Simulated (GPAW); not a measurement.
Crystal: CuO.

```
Cu O
1.0
     0.00000    2.11656    2.11656
     2.11656    0.00000    2.11656
     2.11656    2.11656    0.00000
Cu O
1 1
Direct
  0.02950 0.02810 0.90803
  0.47050 0.47190 0.59197
```

The cell comes from a database or a generator and needn't be the stable form of this composition.

The cell isn't the ideal one: atom 2 moved 0.45 Å.

Base run:

```yaml
Program: GPAW 26.7.0
Functional: PBE
Potentials_or_basis: GPAW PAW data sets (gpaw-data 1.2.1)
Cutoff: 800 eV
Basis: pw
k_mesh: 11 × 11 × 11
Occupations: fermi-dirac, width 0.05 eV
Spin: no spin polarisation
```

Its results: pressure 21.2 GPa; largest force 1.129 eV/Å.

Q: The run is repeated on the same cell with these changes: functional from PBE to WC; potentials or basis from GPAW PAW data sets (gpaw-data 1.2.1) to PAW data sets generated in the run's folder for this functional. What comes out?

A: Pressure 12.7 GPa; largest force 1.000 eV/Å.

Caveats: with this Cu data set, volumes or pressures lay over 1.5 % or 2 GPa off other programs in two to four cells of ten; an odd number of electrons without spin polarisation forces a metal; a magnetic or distorted state may lie lower; the run has no spin polarisation, though such a crystal can be magnetic; so large a pressure means that the cell lies far from this level's equilibrium, or that cutoff or potentials fall short (some runs).
